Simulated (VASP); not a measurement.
# EuO (Fm-3m) in VASP: band structure with PBE+U

Aim: the band structure of EuO with PBE+U.

Everything below comes from runs of VASP 6.6.1. Logs are shortened: lines on timing, memory, paths and dates and some standing lists are left out, and cuts for length are marked.

**Measured values to compare with.**

A printed reference work, monograph reports, for a bulk crystal of EuO at 300 K: band gap 1.115 eV (optical).

The results are compared with them further down.

## 1. Starting point

It takes space group Fm-3m (No. 225, cubic). Conventional cell: a = 5.144 Å, b = 5.144 Å, c = 5.144 Å, α = 90.00°, β = 90.00°, γ = 90.00°. Eu (site symmetry m-3m) has 6 O at 2.57 Å as nearest neighbours. Around O (site symmetry m-3m) lie 6 Eu at 2.57 Å.

## 2. Band structure, PBE+U, collinear spin, ferromagnetic start

The input, INCAR:

```
SYSTEM = EuO
ALGO     = Fast           ! electronic algorithm
EDIFF    = 1E-6           ! SCF threshold, eV
ENCUT    = 520            ! plane-wave cutoff, eV
GGA      = PE             ! functional
ISIF     = 2              ! what is computed and relaxed
ISMEAR   = 0              ! smearing method
ISPIN    = 2              ! spin polarisation
LASPH    = .True.         ! aspherical terms in the spheres
LCHARG   = .False.        ! write CHGCAR
LDAU     = .True.         ! DFT+U
LDAUJ    = 0 0          
LDAUL    = 3 -1           ! shell
LDAUPRINT= 1            
LDAUTYPE = 2            
LDAUU    = 6 0            ! U, eV
LMAXMIX  = 6              ! l up to which the mixer works
LORBIT   = 11             ! projections on sites
LREAL    = .False.        ! projectors in reciprocal space
LWAVE    = .False.        ! write WAVECAR
MAGMOM   = 7 0            ! initial moments
NELM     = 100            ! most SCF steps
PREC     = Accurate       ! precision mode
SIGMA    = 0.02           ! smearing width, eV
```

The input, KPOINTS:

```
k-points
0
Gamma
  12 12 12
  0 0 0
```

The input, POSCAR:

```
EuO
1.0
    0.0000000000      2.5719500000      2.5719500000
    2.5719500000      0.0000000000      2.5719500000
    2.5719500000      2.5719500000      0.0000000000
Eu O
1 1
Direct
    0.0000000000      0.0000000000      0.0000000000
    0.5000000000      0.5000000000      0.5000000000
```

The input, KPOINTS_OPT:

```
path GXWKGLUWLK,UX
20
line-mode
reciprocal
 0.0000000000  0.0000000000  0.0000000000  G
 0.5000000000  0.0000000000  0.5000000000  X

 0.5000000000  0.0000000000  0.5000000000  X
 0.5000000000  0.2500000000  0.7500000000  W

 0.5000000000  0.2500000000  0.7500000000  W
 0.3750000000  0.3750000000  0.7500000000  K

 0.3750000000  0.3750000000  0.7500000000  K
 0.0000000000  0.0000000000  0.0000000000  G

 0.0000000000  0.0000000000  0.0000000000  G
 0.5000000000  0.5000000000  0.5000000000  L

 0.5000000000  0.5000000000  0.5000000000  L
 0.6250000000  0.2500000000  0.6250000000  U

 0.6250000000  0.2500000000  0.6250000000  U
 0.5000000000  0.2500000000  0.7500000000  W

 0.5000000000  0.2500000000  0.7500000000  W
 0.5000000000  0.5000000000  0.5000000000  L

 0.5000000000  0.5000000000  0.5000000000  L
 0.3750000000  0.3750000000  0.7500000000  K

 0.6250000000  0.2500000000  0.6250000000  U
 0.5000000000  0.0000000000  0.5000000000  X
```

Potentials or basis: VASP PAW PBE potentials, release 64 (Eu, O).

Run with:

```sh
$ cat potpaw_PBE.64/Eu/POTCAR potpaw_PBE.64/O/POTCAR > POTCAR
$ mpirun -np 1 vasp_std > vasp.out
```

OUTCAR:

```text
SYSTEM = EuO
   EDIFF = 1E-6
   ENCUT = 520
   GGA = PE
   ISIF = 2
   ISMEAR = 0
   ISPIN = 2
   LASPH = .True.
   LORBIT = 11
   LREAL = .False.
   NELM = 100
   PREC = Accurate

 ion  position               nearest neighbor table
   1  0.000  0.000  0.000-   2 2.57   2 2.57   2 2.57   2 2.57   2 2.57   2 2.57
   2  0.500  0.500  0.500-   1 2.57   1 2.57   1 2.57   1 2.57   1 2.57   1 2.57

  LATTYP: Found a face centered cubic cell.
 ALAT       =     5.1439000000

  Lattice vectors:

 A1 = (   0.0000000000,   2.5719500000,   2.5719500000)
 A2 = (   2.5719500000,   0.0000000000,   2.5719500000)
 A3 = (   2.5719500000,   2.5719500000,   0.0000000000)

Analysis of symmetry for initial positions (statically):
=====================================================================
 Subroutine PRICEL returns:
 Original cell was already a primitive cell.

 Routine SETGRP: Setting up the symmetry group for a
 face centered cubic supercell.

 Subroutine GETGRP returns: Found 48 space group operations
 (whereof 48 operations were pure point group operations)
 out of a pool of 48 trial point group operations.

The static configuration has the point symmetry O_h .

Analysis of symmetry for dynamics (positions and initial velocities):
=====================================================================
 Subroutine PRICEL returns:
 Original cell was already a primitive cell.

 Routine SETGRP: Setting up the symmetry group for a
 face centered cubic supercell.

 Subroutine GETGRP returns: Found 48 space group operations
 (whereof 48 operations were pure point group operations)
 out of a pool of 48 trial point group operations.

The dynamic configuration has the point symmetry O_h .

Analysis of structural, dynamic, and magnetic symmetry:
=====================================================================
 Subroutine PRICEL returns:
 Original cell was already a primitive cell.

 Routine SETGRP: Setting up the symmetry group for a
 face centered cubic supercell.

 Subroutine GETGRP returns: Found 48 space group operations
 (whereof 48 operations were pure point group operations)
 out of a pool of 48 trial point group operations.

The overall configuration has the point symmetry O_h .

 Subroutine INISYM returns: Found 48 space group operations
 (whereof 48 operations are pure point group operations),
 and found     1 'primitive' translations

----------------------------------------------------------------------------------------

                                     Primitive cell

  volume of cell :      34.0265

  direct lattice vectors                    reciprocal lattice vectors
     0.000000000  2.571950000  2.571950000    -0.194405023  0.194405023  0.194405023
     2.571950000  0.000000000  2.571950000     0.194405023 -0.194405023  0.194405023
     2.571950000  2.571950000  0.000000000     0.194405023  0.194405023 -0.194405023

  length of vectors
     3.637286572  3.637286572  3.637286572     0.336719378  0.336719378  0.336719378

  position of ions in fractional coordinates (direct lattice)
     0.000000000  0.000000000  0.000000000
     0.500000000  0.500000000  0.500000000
[... 116 lines left out ...]
  volume of cell :       34.03
 maximum number of plane-waves:       941
   NGX = 13   NGY = 13   NGZ = 13

atom =   1  type =  1  l = 3

 onsite density matrix

spin component  1

  0.9738  0.0000 -0.0010 -0.0000 -0.0000 -0.0000 -0.0000
  0.0000  0.9631 -0.0000  0.0000 -0.0000 -0.0000 -0.0000
 -0.0010 -0.0000  0.9743  0.0000 -0.0000 -0.0000  0.0000
 -0.0000  0.0000  0.0000  0.9730 -0.0000  0.0000 -0.0000
 -0.0000 -0.0000 -0.0000 -0.0000  0.9743 -0.0000  0.0010
 -0.0000 -0.0000 -0.0000  0.0000 -0.0000  0.9751 -0.0000
 -0.0000 -0.0000  0.0000 -0.0000  0.0010 -0.0000  0.9738

spin component  2

  0.0033  0.0000  0.0016  0.0000 -0.0000 -0.0000  0.0000
  0.0000  0.0000  0.0000 -0.0000  0.0000  0.0000  0.0000
  0.0016  0.0000  0.0025  0.0000 -0.0000 -0.0000 -0.0000
  0.0000 -0.0000  0.0000  0.0045 -0.0000 -0.0000 -0.0000
 -0.0000  0.0000 -0.0000 -0.0000  0.0025  0.0000 -0.0016
 -0.0000  0.0000 -0.0000 -0.0000  0.0000  0.0013 -0.0000
  0.0000  0.0000 -0.0000 -0.0000 -0.0016 -0.0000  0.0033

 occupancies and eigenvectors

  o =  0.0000  v =  0.0000  0.0000  0.0000  0.0000  0.0000  0.0000  0.0000  0.0000  1.0000 -0.0000  0.0000 -0.0000 -0.0000 -0.0000      0.0000  0.0000  0.0000  0.0000  0.0000  0.0000  0.0000  0.0000  0.0000  0.0000  0.0000  0.0000  0.0000  0.0000
  o =  0.0013  v =  0.0000  0.0000  0.0000  0.0000  0.0000  0.0000  0.0000 -0.0000  0.0000  0.0001  0.0000 -0.0000  1.0000 -0.0000      0.0000  0.0000  0.0000  0.0000  0.0000  0.0000  0.0000  0.0000  0.0000  0.0000  0.0000  0.0000  0.0000  0.0000
  o =  0.0013  v =  0.0000  0.0000  0.0000  0.0000  0.0000  0.0000  0.0000 -0.6124  0.0000  0.7906 -0.0000 -0.0023 -0.0001 -0.0018      0.0000  0.0000  0.0000  0.0000  0.0000  0.0000  0.0000  0.0000  0.0000  0.0000  0.0000  0.0000  0.0000  0.0000
  o =  0.0013  v =  0.0000  0.0000  0.0000  0.0000  0.0000  0.0000  0.0000 -0.0018  0.0000  0.0023  0.0000  0.7906  0.0000  0.6124      0.0000  0.0000  0.0000  0.0000  0.0000  0.0000  0.0000  0.0000  0.0000  0.0000  0.0000  0.0000  0.0000  0.0000
  o =  0.0045  v =  0.0000  0.0000  0.0000  0.0000  0.0000  0.0000  0.0000 -0.7906 -0.0000 -0.6124  0.0000 -0.0027  0.0000  0.0035      0.0000  0.0000  0.0000  0.0000  0.0000  0.0000  0.0000  0.0000  0.0000  0.0000  0.0000  0.0000  0.0000  0.0000
  o =  0.0045  v =  0.0000  0.0000  0.0000  0.0000  0.0000  0.0000  0.0000  0.0035  0.0000  0.0027 -0.0000 -0.6124 -0.0000  0.7906      0.0000  0.0000  0.0000  0.0000  0.0000  0.0000  0.0000  0.0000  0.0000  0.0000  0.0000  0.0000  0.0000  0.0000
  o =  0.0045  v =  0.0000  0.0000  0.0000  0.0000  0.0000  0.0000  0.0000 -0.0000  0.0000 -0.0000 -1.0000  0.0000  0.0000 -0.0000      0.0000  0.0000  0.0000  0.0000  0.0000  0.0000  0.0000  0.0000  0.0000  0.0000  0.0000  0.0000  0.0000  0.0000
  o =  0.9631  v = -0.0000 -1.0000 -0.0000  0.0000 -0.0000 -0.0000  0.0000  0.0000  0.0000  0.0000  0.0000  0.0000  0.0000  0.0000      0.0000  0.0000  0.0000  0.0000  0.0000  0.0000  0.0000  0.0000  0.0000  0.0000  0.0000  0.0000  0.0000  0.0000
  o =  0.9730  v =  0.7905 -0.0000  0.6123  0.0000  0.0104  0.0000 -0.0134  0.0000  0.0000  0.0000  0.0000  0.0000  0.0000  0.0000      0.0000  0.0000  0.0000  0.0000  0.0000  0.0000  0.0000  0.0000  0.0000  0.0000  0.0000  0.0000  0.0000  0.0000
  o =  0.9730  v = -0.0134 -0.0000 -0.0104 -0.0004  0.6123  0.0000 -0.7905  0.0000  0.0000  0.0000  0.0000  0.0000  0.0000  0.0000      0.0000  0.0000  0.0000  0.0000  0.0000  0.0000  0.0000  0.0000  0.0000  0.0000  0.0000  0.0000  0.0000  0.0000
  o =  0.9730  v =  0.0000 -0.0000  0.0000 -1.0000 -0.0002  0.0000  0.0003  0.0000  0.0000  0.0000  0.0000  0.0000  0.0000  0.0000      0.0000  0.0000  0.0000  0.0000  0.0000  0.0000  0.0000  0.0000  0.0000  0.0000  0.0000  0.0000  0.0000  0.0000
  o =  0.9751  v = -0.6123 -0.0000  0.7905  0.0000 -0.0105  0.0000 -0.0081  0.0000  0.0000  0.0000  0.0000  0.0000  0.0000  0.0000      0.0000  0.0000  0.0000  0.0000  0.0000  0.0000  0.0000  0.0000  0.0000  0.0000  0.0000  0.0000  0.0000  0.0000
  o =  0.9751  v =  0.0081  0.0000 -0.0105 -0.0000 -0.7905 -0.0004 -0.6123  0.0000  0.0000  0.0000  0.0000  0.0000  0.0000  0.0000      0.0000  0.0000  0.0000  0.0000  0.0000  0.0000  0.0000  0.0000  0.0000  0.0000  0.0000  0.0000  0.0000  0.0000
  o =  0.9751  v = -0.0000  0.0000  0.0000 -0.0000  0.0003 -1.0000  0.0003  0.0000  0.0000  0.0000  0.0000  0.0000  0.0000  0.0000      0.0000  0.0000  0.0000  0.0000  0.0000  0.0000  0.0000  0.0000  0.0000  0.0000  0.0000  0.0000  0.0000  0.0000

 number of electron      22.9999993 magnetization       6.9999994

 Free energy of the ion-electron system (eV)
  ---------------------------------------------------
  ext. energy  EPLUGINS =         0.00000000
  ---------------------------------------------------
  free energy    TOTEN  =       -21.12995908 eV

  energy without entropy =      -21.12994390  energy(sigma->0) =      -21.12995149

 E-fermi :   3.6471     XC(G=0): -10.7568

 val. band max:        3.6321359065   @ k =   0.5000   0.5000   0.0000
 cond. band min:       3.6594810023   @ k =   0.0000   0.0000   0.0000
 fundamental gap:      0.0273450958
 Fermi energy:         3.6470682481

 spin component 1

 k-point     1 :       0.0000    0.0000    0.0000
  band No.  band energies     occupation
      1     -36.0195      1.00000
      2     -14.5910      1.00000
      3     -14.5910      1.00000
      4     -14.5910      1.00000
      5     -13.9702      1.00000
      6       0.6554      1.00000
[... 1049 lines left out ...]
     18      13.7232      0.00000
     19      13.8654      0.00000

 [... further k-points ...]

------------------------ aborting loop because EDIFF is reached ----------------------------------------

  FORCE on cell =-STRESS in cart. coord.  units (eV):
  Direction    XX          YY          ZZ          XY          YZ          ZX
  --------------------------------------------------------------------------------------
  -------------------------------------------------------------------------------------
  Total        0.3131798      0.3131798      0.3131798      0.0000000     -0.0000000      0.0000000
  in kB       14.7464262     14.7464262     14.7464262      0.0000000     -0.0000000      0.0000000
  external PRESSURE =      14.7464262 kB  Pullay stress =       0.0000000 kB

 VOLUME and BASIS-vectors are now :
 -----------------------------------------------------------------------------
  energy-cutoff  :      520.00
  volume of cell :       34.03
      direct lattice vectors                 reciprocal lattice vectors
     0.000000000  2.571950000  2.571950000    -0.194405023  0.194405023  0.194405023
     2.571950000  0.000000000  2.571950000     0.194405023 -0.194405023  0.194405023
     2.571950000  2.571950000  0.000000000     0.194405023  0.194405023 -0.194405023

 POSITION                                       TOTAL-FORCE (eV/Angst)
 -----------------------------------------------------------------------------------
      0.00000      0.00000      0.00000         0.000000     -0.000000     -0.000000
      2.57195      2.57195      2.57195        -0.000000      0.000000      0.000000
 -----------------------------------------------------------------------------------
    total drift:                                0.000000      0.000000      0.000000

  FREE ENERGIE OF THE ION-ELECTRON SYSTEM (eV)
  ---------------------------------------------------
  free  energy   TOTEN  =       -21.1299590763 eV

  energy  without entropy=      -21.1299438969  energy(sigma->0) =      -21.12995149

 total charge

# of ion       s       p       d       f       tot
--------------------------------------------------
    1        2.033   5.803   0.303   6.816  14.955
    2        1.555   3.406   0.000   0.000   4.961
--------------------------------------------------
tot          3.587   9.209   0.303   6.816  19.916

 magnetization (x)

# of ion       s       p       d       f       tot
--------------------------------------------------
    1       -0.014  -0.114   0.071   6.783   6.726
    2       -0.005  -0.089   0.000   0.000  -0.094
--------------------------------------------------
tot         -0.019  -0.203   0.071   6.783   6.632
```

It took 5.9 min on 1 thread of Intel Xeon 6975P-C (Granite Rapids), shared host; peak memory 0.29 GiB.

Results:

```
Free energy                                           : -21.1300 eV
Pressure                                              : 1.5 GPa
Band gap along the path                               : none (metal or under the smearing width)
Net moment                                            : 7.00 μB per cell
Site moments                                          : Eu +6.73; O -0.09 μB
Valence electrons inside the program's atomic spheres : Eu 14.96; O 4.96
```

Levels at the corners of the path, in eV from the Fermi level:
Spin up:
```tsv
point	band 12	band 13	band 14	band 15	band 16	band 17	band 18	band 19
Γ	-0.49	0.01	0.01	0.01	0.91	2.94	2.94	2.94
X	-0.60	-0.49	-0.16	-0.16	-0.01	4.69	7.08	7.88
X	-0.60	-0.49	-0.16	-0.16	-0.01	4.69	7.08	7.85
W	-0.59	-0.52	-0.49	-0.47	3.07	3.07	5.55	8.02
W	-0.59	-0.52	-0.49	-0.47	3.07	3.07	5.55	8.06
K	-0.58	-0.58	-0.48	-0.37	1.80	5.01	5.71	7.05
K	-0.58	-0.58	-0.48	-0.37	1.80	5.01	5.71	7.05
Γ	-0.49	0.01	0.01	0.01	0.91	2.94	2.94	2.94
Γ	-0.49	0.01	0.01	0.01	0.91	2.94	2.94	2.94
L	-0.52	-0.52	-0.48	-0.48	3.53	5.69	5.69	6.01
L	-0.52	-0.52	-0.48	-0.48	3.53	5.69	5.69	6.01
U	-0.58	-0.58	-0.48	-0.37	1.80	5.01	5.71	7.05
U	-0.58	-0.58	-0.48	-0.37	1.80	5.01	5.71	7.05
W	-0.59	-0.52	-0.49	-0.47	3.07	3.07	5.55	8.06
W	-0.59	-0.52	-0.49	-0.47	3.07	3.07	5.55	8.01
L	-0.52	-0.52	-0.48	-0.48	3.53	5.69	5.69	6.01
L	-0.52	-0.52	-0.48	-0.48	3.53	5.69	5.69	6.01
K	-0.58	-0.58	-0.48	-0.37	1.80	5.01	5.71	7.05
U	-0.58	-0.58	-0.48	-0.37	1.80	5.01	5.71	7.05
X	-0.60	-0.49	-0.16	-0.16	-0.01	4.69	7.09	7.89
```
Spin down:
```
point  band 5  band 6  band 7  band 8  band 9  band 10  band 11  band 12
    Γ  -15.92   -2.60   -2.60   -2.60    1.71     3.91     3.91     3.91
    X  -16.37   -2.67   -2.56   -2.56    0.85     5.57     7.86     8.32
    X  -16.37   -2.67   -2.56   -2.56    0.85     5.57     7.86     8.32
    W  -15.48   -3.72   -2.77   -2.77    3.66     3.66     6.53     9.15
    W  -15.48   -3.72   -2.77   -2.77    3.66     3.66     6.53     9.15
    K  -15.73   -3.43   -3.10   -2.76    2.39     5.64     6.66     7.97
    K  -15.73   -3.43   -3.10   -2.76    2.39     5.64     6.66     7.97
    Γ  -15.92   -2.60   -2.60   -2.60    1.71     3.91     3.91     3.91
    Γ  -15.92   -2.60   -2.60   -2.60    1.71     3.91     3.91     3.91
    L  -14.95   -4.69   -3.75   -3.75    4.16     6.40     6.73     6.73
    L  -14.95   -4.69   -3.75   -3.75    4.16     6.40     6.73     6.73
    U  -15.73   -3.43   -3.10   -2.76    2.39     5.64     6.66     7.97
    U  -15.73   -3.43   -3.10   -2.76    2.39     5.64     6.66     7.97
    W  -15.48   -3.72   -2.77   -2.77    3.66     3.66     6.53     9.15
    W  -15.48   -3.72   -2.77   -2.77    3.66     3.66     6.53     9.15
    L  -14.95   -4.69   -3.75   -3.75    4.16     6.40     6.73     6.73
    L  -14.95   -4.69   -3.75   -3.75    4.16     6.40     6.73     6.73
    K  -15.73   -3.43   -3.10   -2.76    2.39     5.64     6.66     7.97
    U  -15.73   -3.43   -3.10   -2.76    2.39     5.64     6.66     7.97
    X  -16.37   -2.67   -2.56   -2.56    0.85     5.57     7.86     8.32
```

Eigenvalues of the final occupation matrices:
```csv
site,spin,trace,eigenvalues
site 1 f,1,6.81,0.96 0.97 0.97 0.97 0.98 0.98 0.98
site 1 f,2,0.02,0.00 0.00 0.00 0.00 0.00 0.00 0.00
```

Caveat: spin-orbit coupling is left out, which moves the levels of the heavy elements; a cell with one magnetic atom can't hold antiferromagnetic order, which such compounds often take. The state reached can hang on the start; a lower one may exist.

## 3. Against experiment

Step 2. A measured gap of EuO is 1.115 eV (optical; 300 K; a printed reference work, monograph); the calculated 0.00 eV misses it by -1.11 eV. So large a miss can be the level of theory's own, or it may mean another phase, state or a wrong row. Spin-orbit coupling on Eu is left out. The value is that of PBE+U, without temperature or zero-point motion. The run's magnetic order (collinear spin, ferromagnetic start) needn't be the measured crystal's.
